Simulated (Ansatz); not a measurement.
A 3-atom cell of Na2S started from a crystallographic database, relaxed with r2SCAN. Space group Fm-3m (No. 225), cubic; conventional cell a = 6.511 Å, 23.00 Å³ an atom. Na has 4 S at 2.82 Å; S has 8 Na at 2.82 Å.

```cif
data_structure
_symmetry_space_group_name_H-M 'Fm-3m'
_symmetry_Int_Tables_number 225
_cell_length_a 6.5109
_cell_length_b 6.5109
_cell_length_c 6.5109
_cell_angle_alpha 90.000
_cell_angle_beta 90.000
_cell_angle_gamma 90.000
_cell_volume 276.00
loop_
_atom_site_label
_atom_site_type_symbol
_atom_site_symmetry_multiplicity
_atom_site_Wyckoff_symbol
_atom_site_fract_x
_atom_site_fract_y
_atom_site_fract_z
_atom_site_occupancy
Na1 Na 8 c 0.25000 0.75000 0.75000 1
S1 S 4 a 0.00000 0.00000 0.00000 1
```

The questions ask for values computed with the PAW code Ansatz on this geometry. Calculated for a static, non-magnetic cell.

Given (8×8×8 mesh): With PBE the gap is 2.53 eV and direct, at Γ.

(1) How does the gap change from PBE to DDH-PBE0 (6×6×6)?

(2) How does the gap change from PBE to r2SCAN0 (6×6×6)?

(3) Roughly how does the cost of the PBE0 run (6×6×6) compare with r2SCAN's (8×8×8)?

(4) What are ε∞ and the Born charges with r2SCAN?

(5) Relaxed again with PBEsol, is the cell stable at the zone centre, and where do its optical modes lie?

Answers

(1) DDH-PBE0 gives a direct gap of 4.45 eV at Γ. The share of exact exchange is 0.287. The gap differs by +1.92 eV from PBE's.

(2) r2SCAN0 gives a direct gap of 4.50 eV at Γ. The gap differs by +1.97 eV from PBE's.

(3) About 23 times as much (120 core-seconds against 5 core-seconds, on a shared machine).

(4) The electronic dielectric tensor ε∞ is 3.20 in all directions. Born charges, averaged over directions: Na +0.95, S -1.89 e.

(5) All optical modes at Γ are real, from 189 to 205 cm⁻¹ without the longitudinal term; this says nothing of other wave vectors. With the long-range field the highest mode reaches 285 cm⁻¹.
